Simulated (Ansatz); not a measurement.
Crystal: SnO.

```
Sn O
1.0
     3.81370    0.00000    0.00000
     0.00000    3.81370    0.00000
     0.00000    0.00000    4.88691
Sn O
2 2
Direct
  0.50000 0.00000 0.76463
  0.00000 0.50000 0.23537
  0.00000 0.00000 0.00000
  0.50000 0.50000 0.00000
```

The cell is a database's computed one.

Base run:

```yaml
Program: Ansatz 0.2.0
Functional: RPBE
Potentials_or_basis: Ansatz PAW
Cutoff: "420 eV (not typed: the program's choice for these potentials)"
k_mesh: 7 × 7 × 6
Occupations: fermi-dirac, width 0.05 eV
Spin: no spin polarisation
```

Its results: band gap on the k mesh 0.36 eV, indirect (least direct gap 2.09 eV); pressure 6.2 GPa; largest force 0.554 eV/Å.

The run is repeated on the same cell with these changes: functional from RPBE to LDA. What comes out?

Band gap on the k mesh 0.45 eV, indirect (least direct gap 2.01 eV); pressure -3.3 GPa; largest force 0.235 eV/Å.

LDA binds more tightly than RPBE, so the same cell stands under less pressure.

Caveats: the k mesh misses the band edges, so the gap on the mesh is wider than the one along the path; spin-orbit coupling is left out, which moves the levels of the heavy elements; the PAW data sets come from PBE, with cores solved anew for the run's functional, which leaves a small shift of forces and pressure.
